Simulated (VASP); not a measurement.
## CdSe in VASP 6.6.1, single-point calculation

INCAR

```
PREC = Accurate
GGA = PS
NBANDS = 16
ENCUT = 520
ISIF = 2
LWAVE = .FALSE.
SIGMA = 0.02
IBRION = -1
LASPH = .TRUE.
LCHARG = .FALSE.
ISMEAR = -1
LREAL = .FALSE.
NELM = 120
NSW = 0
EDIFF = 1E-7
```

KPOINTS

```
KPOINTS created by Atomic Simulation Environment
0
Gamma
4 4 4
0 0 0
```

POSCAR

```
Cd Se
 1.0000000000000000
     3.5331017259661111   -0.0000000000000000    0.0000000000000000
    -0.0000000000000000    3.5331017259661111    0.0000000000000000
     0.0000000000000000    0.0000000000000000    3.5331017259661111
 Cd  Se
   1   1
Cartesian
 -0.0000000000000000  0.0000000000000000 -0.0000000000000000
  1.7665508629830555  1.7665508629830555  1.7665508629830555
```

The recommended PBE PAW datasets give the neutral cell 18 valence electrons.

Command

```
mpirun -np 1 vasp_std
```

Problem. How does this run end, and what does it give?

Solution. It converged. Results: gap between bands v and c on the k mesh -1.35 eV (bands overlap: a metal); least direct gap on the k mesh 0.00 eV; pressure -2.0 GPa. Band v is the last that the valence electrons fill when counted band by band, and c is the next.

OSZICAR

```
N       E                     dE             d eps       ncg     rms          rms(c)
DAV:   1     0.978666322906E+02    0.97867E+02   -0.90575E+03   336   0.103E+03
DAV:   2    -0.229519422700E+01   -0.10016E+03   -0.93963E+02   416   0.248E+02
DAV:   3    -0.550470045735E+01   -0.32095E+01   -0.31935E+01   368   0.448E+01
DAV:   4    -0.551235854371E+01   -0.76581E-02   -0.76579E-02   408   0.228E+00
DAV:   5    -0.551238349356E+01   -0.24950E-04   -0.24950E-04   376   0.116E-01    0.474E+00
DAV:   6    -0.511181230280E+01    0.40057E+00   -0.63754E-01   352   0.107E+01    0.433E+00
DAV:   7    -0.510551472131E+01    0.62976E-02   -0.66911E-02   320   0.220E+00    0.223E+00
DAV:   8    -0.510034163018E+01    0.51731E-02   -0.59561E-03   360   0.822E-01    0.178E-01
DAV:   9    -0.510027517327E+01    0.66457E-04   -0.25719E-04   368   0.157E-01    0.547E-02
DAV:  10    -0.510029342833E+01   -0.18255E-04   -0.31405E-05   368   0.490E-02    0.218E-02
DAV:  11    -0.510029513484E+01   -0.17065E-05   -0.13269E-06   344   0.135E-02    0.231E-03
DAV:  12    -0.510029520605E+01   -0.71211E-07   -0.12497E-07   224   0.395E-03
   1 F= -.51002952E+01 E0= -.50972140E+01  d E =-.616237E-02
```

For comparison, a separate PBEsol run of the intended cell, on usual settings and not on those above, gives a gap of -1.34 eV on its mesh and a pressure of -2.4 GPa.
